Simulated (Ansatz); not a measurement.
# Sb: how the free axis answers a strain

Sb, Pm-3m, a = 3.062 Å. This isn't the element's structure at ambient conditions. Ansatz: PBEsol, PAW, 420 eV, Γ-centred 18×18×18 mesh on 1 atom, Gaussian smearing 0.10 eV; no spin polarisation. Series: biaxial strain in the a-b plane, c and atoms relaxed; x is the strain in per cent. y is the change of c in per cent of 3.062 Å.

```
x (%) y (%)
 -3.0   1.06
 -2.0   0.73
 -1.0   0.39
  0.0   0.00
  1.0  -0.16
  2.0      ?
  3.0  -0.50
```

Fit y = c1 x + c2 x² to the other rows, say what c1 measures, and predict the missing y.

Least squares on the rows shown. y = −0.2675 x + 0.03361 x². With no stress along c, c1 = −2C12/C11 = -0.268. With a term in x³ added, the coefficient of x becomes -0.2998, 12 % more, which shows how far this figure hangs on the form. At x = 2.0 the fit asked for gives -0.40 %. The run gave -0.29 %, so the fit is 0.11 % too low, within twice the rms miss on the fitted rows (0.06 %): the form describes this series only roughly.